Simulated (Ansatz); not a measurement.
Runs of Ansatz 0.2.0 on W2C. Symmetry: P-3m1, No. 164, trigonal system. The conventional cell has a = 3.070 Å, b = 3.070 Å, c = 4.678 Å, α = 90.00°, β = 90.00°, γ = 120.00°. W (site symmetry 3m) is surrounded by 3 C at 2.13 Å. C (site symmetry -3m) has 6 W at 2.13 Å as nearest neighbours. The cell comes from a database or a generator and needn't be the stable form of this composition.

```tsv
task	spin	cell	points for each segment of the path	gap on the mesh (eV)	pressure (GPa)	relaxed volume (Å³/atom)	largest force (eV/Å)
band structure	SOC, no magnetisation	as given	14	none	(b)	-	(a)
relaxation of cell and atoms	off	relaxed	-	none	0.0	12.65	-
band structure	off	as given	14	none	-1.8	-	0.10
relaxation of cell and atoms	SOC, no magnetisation	relaxed	-	none	0.0	12.64	-
```

Alike in all rows: level PBE; potentials or basis Ansatz PAW; k mesh 7 × 7 × 5; cutoff (eV) 420; smearing fermi-dirac 0.05 eV.

Task: Estimate the missing entries.

Result: (a) 0.06; (b) -2.1.

Caveats: the plane-wave basis is chosen anew once the cell has moved, so the energies of steps on either side of that aren't comparable (some runs); spin-orbit coupling is left out, which moves the levels of the heavy elements (some runs).

A k mesh can miss the band edges, and rows without SOC leave out spin-orbit coupling on W.

A gap of «none» marks a metal or a gap under the smearing width.
